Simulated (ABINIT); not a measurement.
The system is BN.

```
N B
1.0
     2.49824    0.00000    0.00000
    -1.24912    2.16354    0.00000
     0.00000    0.00000    6.63570
N B
2 2
Cartesian
  1.2491 0.7212 1.6589
  0.0000 1.4424 4.9768
  1.2491 0.7212 4.9768
  0.0000 1.4424 1.6589
```

Base run:

| Item | Value |
| --- | --- |
| Program | ABINIT 10.8.3 (patched build) |
| Functional | PBEsol |
| Potentials or basis | JTH PAW PBE v2.0 |
| Cutoff | 707 eV |
| k mesh | 12 × 12 × 4 |
| Occupations | fermi-dirac, width 0.05 eV |
| Spin | no spin polarisation |

Its results: band gap on the k mesh 4.17 eV, indirect (least direct gap 4.58 eV); pressure 2.6 GPa.

The run is repeated on the same cell with these changes: k mesh from 12 × 12 × 4 to 5 × 5 × 2. What comes out?

Band gap on the k mesh 4.59 eV, direct; pressure 2.6 GPa.

Caveats: some runs use coarse meshes; the PAW data sets were made with another functional, which shifts forces and pressure a little; this functional lacks dispersion, which binds the layers, so the pressure and a relaxed spacing across them are unreliable; the atomic spheres overlap; an odd mesh through Γ misses points on the zone boundary, where band edges often lie (some runs).
